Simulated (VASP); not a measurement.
# ZrB₂: relaxation with set parts of the cell free, by free to move

ZrB₂, P1 (no. 1), 3 atoms in the cell. PBE, constrained relaxation; PAW potentials Zr_sv, B (PBE set).

| Free to move | Volume (Å³/atom) | Pressure in a fresh run at the final cell (GPa) | Pressure printed at the end of the relaxation (GPa) | Ionic steps, all stages | Electronic steps, all stages | Time (s) |
|---|---|---|---|---|---|---|
| atoms | 10.415 | -2.72 | -2.72 | 6 | 49 | 62 |
| atoms, shape and volume | 10.295 | -0.02 | -0.02 | 11 | 81 | 102 |
| atoms and shape at fixed volume | 10.415 | -2.70 | -2.70 | 8 | 59 | 83 |
| shape alone | 10.415 | -2.35 | -2.37 | 9 | 58 | 81 |
| shape and volume | 10.311 | -0.02 | -0.04 | 9 | 70 | 102 |
| volume alone | 10.308 | 0.02 | 0.02 | 5 | 52 | 88 |
| atoms and volume | 10.293 | 0.03 | 0.03 | 8 | 69 | 122 |
| atoms and the z components of the lattice | 10.368 | -1.73 | -1.73 | 6 | 51 | 77 |
| atoms and the x and y components of the lattice | 10.304 | -0.16 | -0.16 | 8 | 70 | 116 |
| atoms and the y and z components of the lattice | 10.306 | -0.28 | -0.28 | 8 | 70 | 125 |

Limits: the start was distorted on purpose (random strain, atoms moved at random), so the space group given is the start's and not the crystal's.

## Input of the first row

INCAR.step1:
```
SYSTEM = ZrB2
  PREC = Accurate
  ENCUT = 450
  EDIFF = 1E-6
  ISMEAR = 1
  SIGMA = 0.1
  LREAL = .FALSE.
  LASPH = .TRUE.
  NELM = 100
  ALGO = Normal
  LWAVE = .FALSE.
  LCHARG = .FALSE.
  IBRION = 2
  NSW = 80
  ISIF = 2
  EDIFFG = -0.01
  POTIM = 0.5
  ISYM = 0
  KPAR = 8
```

INCAR.step3, as INCAR.step1 but for:
```
- IBRION = 2
- NSW = 80
- EDIFFG = -0.01
- POTIM = 0.5
+ NSW = 0
```

KPOINTS:
```
k-points
0
Gamma
  9 9 7
```

POSCAR.step1:
```
ZrB2
1.0
    3.1809550000     -0.0076320000     -0.0032730000
   -1.5970870000      2.7739710000      0.0157410000
   -0.0036480000      0.0181510000      3.5458800000
Zr B
1 2
Direct
    0.0127330000      0.0008790000     -0.0006540000
    0.6560820000      0.3356210000      0.5008620000
    0.3311850000      0.6635000000      0.4997920000
```

POSCAR.step3:
```
ZrB2
1.0
    3.1809550000     -0.0076320000     -0.0032730000
   -1.5970870000      2.7739710000      0.0157410000
   -0.0036480000      0.0181510000      3.5458800000
Zr B
1 2
Direct
    0.9999329102      0.9999370375      0.9999863267
    0.6668814704      0.3335150521      0.5001054200
    0.3331856194      0.6665479104      0.4999082533
```

Commands (each step's output is kept before the next begins):
```
cat potpaw_PBE.64/Zr_sv/POTCAR potpaw_PBE.64/B/POTCAR > POTCAR
cp INCAR.step1 INCAR
cp POSCAR.step1 POSCAR
mpirun -np 8 vasp_std > vasp.out
cp CONTCAR POSCAR
mpirun -np 8 vasp_std > vasp.out
cp CONTCAR POSCAR
cp INCAR.step3 INCAR
cp POSCAR.step3 POSCAR
mpirun -np 8 vasp_std > vasp.out
```

Changes of the last row against the first:
```
- ISIF = 2
+ ISIF = 3
+ LATTICE_CONSTRAINTS = .FALSE. .TRUE. .TRUE.
```

VASP 6.6.1 took 62 s on 8 cores (AMD EPYC 7R43 (Zen 3)), a shared host.
